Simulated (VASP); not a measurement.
# Sb (Im-3m) in VASP: further runs

The runs below take Sb through single point, with PBE.

Everything below comes from runs of VASP 6.6.1. Logs are shortened: lines on timing, memory, paths and dates and some standing lists are left out, and cuts for length are marked.

### 1 The structure

It takes space group Im-3m (No. 229, cubic). Conventional cell: a = 3.743 Å, b = 3.743 Å, c = 3.743 Å, α = 90.00°, β = 90.00°, γ = 90.00°. Around Sb (site symmetry m-3m) lie 8 Sb at 3.24 Å.

This isn't the form of Sb at room conditions, which is rhombohedral.

### 2 Single point, PBE

INCAR reads:

```
SYSTEM = Sb
PREC = Normal
ENCUT = 450
EDIFF = 1E-6
ISMEAR = 0
SIGMA = 0.05
LREAL = .False.
LASPH = .True.
NELM = 100
ALGO = Normal
ISIF = 2
LWAVE = .False.
LCHARG = .False.
GGA = PE
ADDGRID = .False.
```

KPOINTS reads:

```
Automatic mesh
0
Gamma
  5 5 5
  0 0 0
```

POSCAR reads:

```
Sb
1.0
   -1.8488020000      1.8498240000      1.9110830000
    1.8778730000     -1.8297390000      1.9200690000
    1.8451380000      1.8260750000     -1.8909980000
Sb
1
Direct
   -0.0010080000      0.0132760000      0.0062290000
```

Potentials or basis: VASP PAW PBE potentials, release 64 (Sb).

On the command line:

```bash
> cat potpaw_PBE.64/Sb/POTCAR > POTCAR
> mpirun -np 1 vasp_std > vasp.out
```

OUTCAR:

```text
SYSTEM = Sb
   PREC = Normal
   ENCUT = 450
   EDIFF = 1E-6
   ISMEAR = 0
   LREAL = .False.
   LASPH = .True.
   NELM = 100
   ISIF = 2
   GGA = PE

 Found     63 irreducible k-points:

 Following reciprocal coordinates:
            Coordinates               Weight
  0.000000  0.000000  0.000000      1.000000
  0.200000 -0.000000  0.000000      2.000000
  0.400000  0.000000  0.000000      2.000000
 -0.000000  0.200000  0.000000      2.000000
  0.200000  0.200000  0.000000      2.000000
  0.400000  0.200000  0.000000      2.000000
   k-points           NKPTS =     63   k-points in BZ     NKDIM =     63   number of bands    NBANDS=      6
   number of dos      NEDOS =    301   number of ions     NIONS =      1
   total plane-waves  NPLWV =   5832
   dimension x,y,z NGX =    18 NGY =   18 NGZ =   18
   dimension x,y,z NGXF=    36 NGYF=   36 NGZF=   36
   ions per type =               1
   NGX,Y,Z   is equivalent  to a cutoff of   9.24,  9.21,  9.32 a.u.
   NGXF,Y,Z  is equivalent  to a cutoff of  18.48, 18.42, 18.63 a.u.
 SYSTEM =  Sb
   PREC   = normal    normal or accurate (medium, high low for compatibility)
   ISTART =      0    job   : 0-new  1-cont  2-samecut
   ICHARG =      2    charge: 1-file 2-atom 10-const
   ISPIN  =      1    spin polarized calculation?
   LNONCOLLINEAR =      F non collinear calculations
   LSORBIT =      F    spin-orbit coupling
   LASPH  =      T    aspherical Exc in radial PAW
   ENCUT  =  450.0 eV  33.07 Ry    5.75 a.u.   5.60  5.62  5.56*2*pi/ulx,y,z
   NELM   =    100;   NELMIN=  2; NELMDL= -5     # of ELM steps
   EDIFF  = 0.1E-05   stopping-criterion for ELM
   LREAL  =      F    real-space projection
   EDIFFG = 0.1E-04   stopping-criterion for IOM
   NSW    =      0    number of steps for IOM
   IBRION =     -1    ionic relax: 0-MD 1-quasi-New 2-CG
   NFREE  =      0    steps in history (QN), initial steepest desc. (CG)
   ISIF   =      2    stress and relaxation
   ISYM   =      2    0-nonsym 1-usesym 2-fastsym
   POTIM  = 0.5000    time-step for ionic-motion
   TEBEG  =    0.0;   TEEND  =   0.0 temperature during run
   PSTRESS=    0.0 pullay stress
   NELECT =       5.0000    total number of electrons
   NUPDOWN=      -1.0000    fix difference up-down
   EMIN   =  10.00;   EMAX   =-10.00  energy-range for DOS
   EFERMI =   0.00;   METHOD = LEGACY
   ISMEAR =     0;   SIGMA  =   0.05  broadening in eV -4-tet -1-fermi 0-gaus
   EFERMI_NEDOS =   21; number of points for ismear=-14 and -15
   IALGO  =     38    algorithm
   IMIX   =      4    mixing-type and parameters
     AMIX     =   0.40;   BMIX     =  1.00
     AMIX_MAG =   1.60;   BMIX_MAG =  1.00
  volume/ion in A,a.u.               =      26.21       176.89
  Fermi-wavevector in a.u.,A,eV,Ry     =   0.942378  1.780837 12.083020  0.888077
  Thomas-Fermi vector in A             =   2.069982
   LORBIT       =      0    0 simple, 1 ext, 2 COOP (PROOUT), +10 PAW based schemes
   GGA     = PE    functional components
   LHFCALC =     F    Hartree Fock is set to
   AEXX    =    0.0000 exact exchange contribution
   IVDW    =     0    specifies the selected vdW correction
   LEPSILON=     F    determine dielectric tensor
   LRPA    =     F    only Hartree local field effects (RPA)
 non-spin polarized calculation
 Gauss-broadening in eV      SIGMA  =   0.05
  energy-cutoff  :      450.00
  volume of cell :       26.21
 maximum number of plane-waves:       584
   NGX = 11   NGY = 11   NGZ = 11

 number of electron       5.0000000 magnetization

 Free energy of the ion-electron system (eV)
  ---------------------------------------------------
  ext. energy  EPLUGINS =         0.00000000
  ---------------------------------------------------
  free energy    TOTEN  =        -3.89276074 eV

  energy without entropy =       -3.88935017  energy(sigma->0) =       -3.89105546

 E-fermi :   8.9331     XC(G=0): -10.3520

 val. band max:        8.9307499552   @ k =  -0.2000  -0.4000   0.4000
 cond. band min:       8.9410026427   @ k =  -0.2000  -0.2000   0.4000
 fundamental gap:      0.0102526875
 Fermi energy:         8.9330765814

 k-point     1 :       0.0000    0.0000    0.0000
  band No.  band energies     occupation
      1      -4.2605      2.00000
      2      14.2729      0.00000
      3      14.5139      0.00000
      4      14.6671      0.00000
      5      19.1200      0.00000
      6      19.3480      0.00000

 k-point     2 :       0.2000   -0.0000    0.0000
  band No.  band energies     occupation
      1      -3.4208      2.00000
      2       9.8417      0.00000
      3      12.6444      0.00000
      4      13.9058      0.00000
      5      17.0064      0.00000
      6      17.3872      0.00000

 k-point     3 :       0.4000    0.0000    0.0000
  band No.  band energies     occupation
      1      -1.0806      2.00000
      2       4.3418      2.00000
      3      10.9132      0.00000
      4      12.9095      0.00000
      5      15.5828      0.00000
      6      16.0828      0.00000

 k-point     4 :      -0.0000    0.2000    0.0000
  band No.  band energies     occupation
      1      -3.4378      2.00000
      2       9.6853      0.00000
      3      12.7992      0.00000
      4      14.0216      0.00000
      5      17.1518      0.00000
      6      17.5352      0.00000

 k-point     5 :       0.2000    0.2000    0.0000
  band No.  band energies     occupation
      1      -1.8656      2.00000
      2       6.8174      2.00000
      3       8.7601      2.00000
      4      12.4908      0.00000
      5      17.5228      0.00000
      6      18.4393      0.00000

 k-point     6 :       0.4000    0.2000    0.0000
  band No.  band energies     occupation
      1       0.2851      2.00000
      2       3.7068      2.00000
      3       7.3219      2.00000
      4      11.6786      0.00000
      5      17.1476      0.00000
      6      19.5189      0.00000

 [... further k-points ...]

------------------------ aborting loop because EDIFF is reached ----------------------------------------

  FORCE on cell =-STRESS in cart. coord.  units (eV):
  Direction    XX          YY          ZZ          XY          YZ          ZX
  --------------------------------------------------------------------------------------
  -------------------------------------------------------------------------------------
  Total       -0.1773668     -0.1570126      0.8148545     -0.0492057      0.0512842     -0.0411605
  in kB      -10.8408738     -9.5967999     49.8048930     -3.0075116      3.1345508     -2.5157781
  external PRESSURE =       9.7890731 kB  Pullay stress =       0.0000000 kB

 VOLUME and BASIS-vectors are now :
 -----------------------------------------------------------------------------
  energy-cutoff  :      450.00
  volume of cell :       26.21
      direct lattice vectors                 reciprocal lattice vectors
    -1.848802000  1.849824000  1.911083000    -0.001760844  0.270622024  0.259612708
     1.877873000 -1.829739000  1.920069000     0.266576263 -0.001149462  0.259001326
     1.845138000  1.826075000 -1.890998000     0.268894891  0.272329269 -0.003468089

 POSITION                                       TOTAL-FORCE (eV/Angst)
 -----------------------------------------------------------------------------------
     -1.81051      1.83504      1.92287        -0.000000      0.000000      0.000000
 -----------------------------------------------------------------------------------
    total drift:                               -0.000000     -0.000001     -0.000001

  FREE ENERGIE OF THE ION-ELECTRON SYSTEM (eV)
  ---------------------------------------------------
  free  energy   TOTEN  =        -3.8927607438 eV

  energy  without entropy=       -3.8893501686  energy(sigma->0) =       -3.89105546
```

Run time: 4.9 s. Hardware: 1 thread of AMD EPYC 7R43 (Zen 3), shared host; peak memory 0.08 GiB.

The run converged, but some of its settings lie outside the range that counts as converged, so its numbers aren't taken as properties of the crystal.

Results:

```yaml
Free_energy: -3.8928 eV
Pressure: 1.0 GPa
Band_gap_on_the_k_mesh: none (metal or under the smearing width)
```

Caveat: the k mesh is coarse (spacing up to 0.48 Å⁻¹), so the values aren't converged.

### 3 Single point, PBE

Changes to INCAR since step 2:

```diff
@@ -1,3 +1,3 @@
 SYSTEM = Sb
-PREC = Normal
+PREC = Accurate
 ENCUT = 450
@@ -6,3 +6,3 @@
 SIGMA = 0.05
-LREAL = .False.
+LREAL = Auto
 LASPH = .True.
```

KPOINTS is that of step 2.

POSCAR reads:

```
Sb
1.0
   -1.8713408863      1.8713408863      1.8713408863
    1.8713408863     -1.8713408863      1.8713408863
    1.8713408863      1.8713408863     -1.8713408863
Sb
1
Direct
    0.0000000000      0.0000000000      0.0000000000
```

Potentials or basis: VASP PAW PBE potentials, release 64 (Sb).

On the command line:

```bash
> cat potpaw_PBE.64/Sb/POTCAR > POTCAR
> mpirun -np 1 vasp_std > vasp.out
```

Wall time 4.8 s (1 thread of AMD EPYC 7R43 (Zen 3), shared host); peak memory 0.1 GiB.

The run converged, but some of its settings lie outside the range that counts as converged, so its numbers aren't taken as properties of the crystal.

Results:

- Free energy: -3.8626 eV
- Pressure: 1.0 GPa
- Band gap on the k mesh: none (metal or under the smearing width)

Caveat: the k mesh is coarse (spacing up to 0.47 Å⁻¹), so the values aren't converged.

### 4 Single point, PBE

INCAR is that of step 3.

KPOINTS is that of step 3.

POSCAR reads:

```
Sb
1.0
   -1.8488020000      1.8498240000      1.9110830000
    1.8778730000     -1.8297390000      1.9200690000
    1.8451380000      1.8260750000     -1.8909980000
Sb
1
Direct
   -0.0010080000      0.0132760000      0.0062290000
```

On the command line:

```bash
> cat potpaw_PBE.64/Sb/POTCAR > POTCAR
> mpirun -np 1 vasp_std > vasp.out
```

Run time: 15 s. Hardware: 1 thread of AMD EPYC 7R43 (Zen 3), shared host; peak memory 0.1 GiB.

The run converged, but some of its settings lie outside the range that counts as converged, so its numbers aren't taken as properties of the crystal.

What came out:

- Free energy: -3.8933 eV
- Pressure: 1.0 GPa
- Band gap on the k mesh: none (metal or under the smearing width)

Caveat: the k mesh is coarse (spacing up to 0.48 Å⁻¹), so the values aren't converged.

### 5 Single point, PBE

Changes to INCAR since step 4:

```diff
@@ -3,6 +3,6 @@
 ENCUT = 450
-EDIFF = 1E-6
+EDIFF = 0.01
 ISMEAR = 0
 SIGMA = 0.05
-LREAL = Auto
+LREAL = .False.
 LASPH = .True.
```

KPOINTS is that of step 4.

POSCAR reads:

```
Sb
1.0
   -1.8713408863      1.8713408863      1.8713408863
    1.8713408863     -1.8713408863      1.8713408863
    1.8713408863      1.8713408863     -1.8713408863
Sb
1
Direct
    0.0000000000      0.0000000000      0.0000000000
```

On the command line:

```bash
> cat potpaw_PBE.64/Sb/POTCAR > POTCAR
> mpirun -np 1 vasp_std > vasp.out
```

Run time: 2.5 s. Hardware: 1 thread of AMD EPYC 7R43 (Zen 3), shared host; peak memory 0.1 GiB.

The run converged, but some of its settings lie outside the range that counts as converged, so its numbers aren't taken as properties of the crystal.

Results:

```yaml
Free_energy: -3.8637 eV
Pressure: -1.2 GPa
Band_gap_on_the_k_mesh: none (metal or under the smearing width)
```

Caveat: the k mesh is coarse (spacing up to 0.47 Å⁻¹), so the values aren't converged.

### 6 Single point, PBE

INCAR is that of step 5.

KPOINTS is that of step 5.

POSCAR reads:

```
Sb
1.0
   -1.8488020000      1.8498240000      1.9110830000
    1.8778730000     -1.8297390000      1.9200690000
    1.8451380000      1.8260750000     -1.8909980000
Sb
1
Direct
   -0.0010080000      0.0132760000      0.0062290000
```

Potentials or basis: VASP PAW PBE potentials, release 64 (Sb).

On the command line:

```bash
> cat potpaw_PBE.64/Sb/POTCAR > POTCAR
> mpirun -np 1 vasp_std > vasp.out
```

Run time: 6 s. Hardware: 1 thread of AMD EPYC 7R43 (Zen 3), shared host; peak memory 0.1 GiB.

The run converged, but some of its settings lie outside the range that counts as converged, so its numbers aren't taken as properties of the crystal.

What came out:

| Quantity | Value |
| --- | --- |
| Free energy | -3.8943 eV |
| Pressure | -1.2 GPa |
| Band gap on the k mesh | none (metal or under the smearing width) |

Caveat: the k mesh is coarse (spacing up to 0.48 Å⁻¹), so the values aren't converged.
